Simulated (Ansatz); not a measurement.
# Ti: stress in a strained cell

Aim: deform Ti (equal xx and yy strain of -3 %) and compute stress, forces and field gradients with LAPW, PAW and all-electron datasets made for the crystal.

Method: DFT PBE, scalar-relativistic, in Ansatz 0.2.0.

## 1. The structure to begin with

The structure is hexagonal, space group P6_3/mmc (No. 194). Conventional cell: a = 2.950 Å, b = 2.950 Å, c = 4.686 Å, α = 90.00°, β = 90.00°, γ = 120.00°. Ti (site symmetry -6m2) is surrounded by 12 Ti at 2.90 to 2.95 Å.

Structure file:

```
CELL_PARAMETERS angstrom
2.95000 0.00000 0.00000
-1.47500 2.55477 0.00000
0.00000 0.00000 4.68600
ATOMIC_POSITIONS crystal
Ti 0.33333 0.66667 0.25000
Ti 0.66667 0.33333 0.75000
```

Atoms are numbered in the order of the input: Ti1, Ti2.

## 2. The deformed structure

Space group P6_3/mmc before, P6_3/mmc after.

## 3. Full-potential LAPW

input.yaml reads:

```yaml
crystal:
  lattice:
    - [2.8614979246, 0.0, 0.0]
    - [-1.4307489623, 2.4781298956, 0.0]
    - [0.0, 0.0, 4.686]
  atoms:
    - { symbol: Ti, position: [0.3333333333, 0.6666666667, 0.25] }
    - { symbol: Ti, position: [0.6666666667, 0.3333333333, 0.75] }
kpoints:
  mp_grid: { grid: [13, 13, 7] }
  band_path:
    path:
      - [0.0, 0.0, 0.0]
      - [0.5, 0.0, 0.0]
      - [0.3333333333, 0.3333333333, 0.0]
      - [0.0, 0.0, 0.0]
      - [0.0, 0.0, 0.5]
      - [0.5, 0.0, 0.5]
      - [0.3333333333, 0.3333333333, 0.5]
      - [0.0, 0.0, 0.5]
      - [0.5, 0.0, 0.5]
    npoints: 5
scf:
  occupations: { method: fermi_dirac, width: 0.08 }
hamiltonian:
  xc: pbe
  pseudopotentials: { kind: all_electron, lapw: { basis_error: 0.0005 } }
output:
  forces: true
  stress: true
  eigenvalues: true
```

Run with:

```sh
$ ansatz run input.yaml --threads 1 --pin off --max-ram 3072MiB --backend cpu --events-out ev --progress --plain --runs-dir out
```

## 4. PAW on the default files

input.yaml reads:

```yaml
crystal:
  lattice:
    - [2.8614979246, 0.0, 0.0]
    - [-1.4307489623, 2.4781298956, 0.0]
    - [0.0, 0.0, 4.686]
  atoms:
    - { symbol: Ti, position: [0.3333333333, 0.6666666667, 0.25] }
    - { symbol: Ti, position: [0.6666666667, 0.3333333333, 0.75] }
kpoints:
  mp_grid: { grid: [13, 13, 7] }
scf:
  occupations: { method: fermi_dirac, width: 0.08 }
hamiltonian:
  xc: pbe
  pseudopotentials: { kind: paw }
output:
  forces: true
  stress: true
  eigenvalues: true
  efg: { contact_densities: true }
  write_density: true
  write_potential: true
  elf: true
  volumetric_format: npy
```

## 5. All-electron PAW on datasets made for the crystal

Changes to input.yaml since step 4:

```diff
@@ -14,3 +14,3 @@
   xc: pbe
-  pseudopotentials: { kind: paw }
+  pseudopotentials: { kind: all_electron, datasets: crystal }
 output:
@@ -20,5 +20 @@
   efg: { contact_densities: true }
-  write_density: true
-  write_potential: true
-  elf: true
-  volumetric_format: npy
```

(Steps that only read results are left out.)

What does the calculation give? Wanted: pressure; largest shear or deviatoric stress.

As calculated:

| quantity | value |
| --- | --- |
| pressure | LAPW 5.56, PAW 5.57, crystal datasets 5.56 GPa |
| largest shear or deviatoric stress (LAPW) | 2.56 GPa |

The largest part of the stress beyond the pressure is 2.56 GPa in size, in the zz component; the atoms are carried along and not relaxed. No run of the undeformed cell stands beside it, so the pressure holds what the given cell had before the change. PAW: stress within 0.01 GPa of LAPW. Crystal datasets: stress within 0.01 GPa of LAPW.
